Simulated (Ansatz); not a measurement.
SrF2 (fluorite)

```yaml
crystal:
  lattice:
    - [0.00000, 2.92864, 2.92864]
    - [2.92864, 0.00000, 2.92864]
    - [2.92864, 2.92864, 0.00000]
  atoms:
    - { symbol: Sr, position: [0.00000, 0.00000, 0.00000] }
    - { symbol: F, position: [0.25000, 0.25000, 0.25000] }
    - { symbol: F, position: [0.75000, 0.75000, 0.75000] }
```

The slice is a {100} plane (indices of the conventional cell) through the point (0.000, 0.000, 0.000) (fractional), spanned by u = [100] and v = [0 1 -1] in vectors of this cell: u (4.14 Å) and v (4.14 Å, at 90° to u). It covers one period; positions are fractions (u, v).

The numbers are results of PBE (plane waves to 420 eV, PAW, scalar-relativistic; Ansatz, a quantum-chemistry and plane-wave program), not measurements. k mesh 10×10×10. Inside the PAW spheres the values are not all-electron values, and peaks at nuclei hang on which shells count as valence. SrF2 was relaxed with its symmetry unable to fall.

Three fields on this plane, each scaled to ten steps between its own extremes (0 low, 9 high; the total valence density on a logarithmic scale, the potential cut 8 eV below its top; x marks points blanked near nuclei; v = 0 in the bottom row):

Map A
```
|xxxxxxxx84100000000000148xxxxxxx|
|xxxxxxxx73100000000000137xxxxxxx|
|xxxxxxxx73000000000000037xxxxxxx|
|xxxxxxx9520000000000000259xxxxxx|
|xxxxxx974100000000000001479xxxxx|
|xxxxx98520000000000000002589xxxx|
|xxxx9753100000000000000013579xxx|
|88775421000000000000000001245778|
|44332100000000000000000000012334|
|11100000000000000000000000000011|
|00000000000000000000000000000000|
|00000000000000000000000000000000|
|00000000000000000000000000000000|
|00000000000000000000000000000000|
|00000000000000000000000000000000|
|00000000000000000000000000000000|
|00000000000000000000000000000000|
|00000000000000000000000000000000|
|00000000000000000000000000000000|
|00000000000000000000000000000000|
|00000000000000000000000000000000|
|11100000000000000000000000000011|
|44332100000000000000000000012334|
|88775421000000000000000001245778|
|xxxx9753100000000000000013579xxx|
|xxxxx98520000000000000002589xxxx|
|xxxxxx974100000000000001479xxxxx|
|xxxxxxx9520000000000000259xxxxxx|
|xxxxxxxx73000000000000037xxxxxxx|
|xxxxxxxx73100000000000137xxxxxxx|
|xxxxxxxx84100000000000148xxxxxxx|
|xxxxxxxx84100000000000148xxxxxxx|
```

Map B
```
|xxxxxxxx98765555555556789xxxxxxx|
|xxxxxxxx98765555555556789xxxxxxx|
|xxxxxxxx97655555555555679xxxxxxx|
|xxxxxxx9876554445444556789xxxxxx|
|xxxxxx987655444444444556789xxxxx|
|xxxxx99876544444444444567899xxxx|
|xxxx9887654433333333344567889xxx|
|99998776543333333333333456778999|
|88877665433222222222223345667788|
|77766554332222222222222334556677|
|66655544322211111111122234455566|
|55555443322111101011112233445555|
|55554443322111000001112233444555|
|55554443322110000000112233444555|
|55554443322100000000012233444555|
|55554443322110000000112233444555|
|55554443322100000000012233444555|
|55554443322110000000112233444555|
|55554443322111000001112233444555|
|55555443322111101011112233445555|
|66655544322211111111122234455566|
|77766554332222222222222334556677|
|88877665433222222222223345667788|
|99998776543333333333333456778999|
|xxxx9887654433333333344567889xxx|
|xxxxx99876544444444444567899xxxx|
|xxxxxx987655444444444556789xxxxx|
|xxxxxxx9876554445444556789xxxxxx|
|xxxxxxxx97655555555555679xxxxxxx|
|xxxxxxxx98765555555556789xxxxxxx|
|xxxxxxxx98765555555556789xxxxxxx|
|xxxxxxxx98765555555556789xxxxxxx|
```

Map C
```
|xxxxxxxx00357899999875300xxxxxxx|
|xxxxxxxx00357899999875300xxxxxxx|
|xxxxxxxx01467899999876410xxxxxxx|
|xxxxxxx0024678999998764200xxxxxx|
|xxxxxx000357889999988753000xxxxx|
|xxxxx00024678999999987642000xxxx|
|xxxx0002456789999999876542000xxx|
|00000024567889999999887654200000|
|00012345678899999999988765432100|
|33344566788899999999988876654433|
|55566777888999999999998887776655|
|77777888899999999999999988887777|
|88888899999999999999999999988888|
|99999999999999999999999999999999|
|99999999999999999999999999999999|
|99999999999999999999999999999999|
|99999999999999999999999999999999|
|99999999999999999999999999999999|
|88888899999999999999999999988888|
|77777888899999999999999988887777|
|55566777888999999999998887776655|
|33344566788899999999988876654433|
|00012345678899999999988765432100|
|00000024567889999999887654200000|
|xxxx0002456789999999876542000xxx|
|xxxxx00024678999999987642000xxxx|
|xxxxxx000357889999988753000xxxxx|
|xxxxxxx0024678999998764200xxxxxx|
|xxxxxxxx01467899999876410xxxxxxx|
|xxxxxxxx00357899999875300xxxxxxx|
|xxxxxxxx00357899999875300xxxxxxx|
|xxxxxxxx00357899999875300xxxxxxx|
```

Question: Assign the maps to these fields: electron localisation function (ELF); valence electron density; electrostatic potential energy of an electron, from the cell's mean.

Answer: A is the electron localisation function (ELF); B is the valence electron density; C is the electrostatic potential energy of an electron, from the cell's mean.
